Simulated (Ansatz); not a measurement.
# Ge: the cost of one run

Method: DFT PBE+D3(BJ), scalar-relativistic, plane waves, PAW, in Ansatz 0.2.0.

This is Ge in the fcc structure; at room conditions it is diamond.

3 further runs of the same task are left out: 2 that didn't finish, 1 set aside as unsound or not needed.

## Step 1: The starting structure

It takes space group Fm-3m (No. 225, cubic). Conventional cell: a = 4.197 Å, b = 4.197 Å, c = 4.197 Å, α = 90.00°, β = 90.00°, γ = 90.00°. Ge (site symmetry m-3m) is surrounded by 12 Ge at 2.97 Å.

As a file:

```xyz
1
Lattice="0.0000 2.0984 2.0984 2.0984 0.0000 2.0984 2.0984 2.0984 0.0000" Properties=species:S:1:pos:R:3 pbc="T T T"
Ge    0.0000    0.0000    0.0000
```

It goes back to an entry of the Materials Project, which need not be the stable form.

The cell is taken as given, not relaxed at this level.

## Step 2: Zero of the scan

File input.yaml:

```yaml
crystal:
  lattice:
    - [0.0, 2.098360525, 2.098360525]
    - [2.098360525, 0.0, 2.098360525]
    - [2.098360525, 2.098360525, 0.0]
  atoms:
    - { symbol: Ge, position: [0.0, 0.0, 0.0] }
basis:
  ecutwfc: 420
kpoints:
  mp_grid: { grid: [22, 22, 22] }
hamiltonian:
  xc: pbe
  dispersion: d3bj
scf:
  occupations: { method: gaussian, width: 0.15 }
output:
  forces: true
  stress: true
  eigenvalues: true
  write_density: true
  write_potential: true
  elf: true
  volumetric_format: npy
```

Started as:

```bash
$ ansatz run input.yaml --threads 1 --pin off --max-ram 1228MiB --backend cpu --events-out ev --progress --plain --runs-dir out
```

**Question.** How long does this run take on 1 thread of an x86-64 CPU, shared host, and how much memory does it need?

About 2.5 s, with a peak of 0.45 GiB.
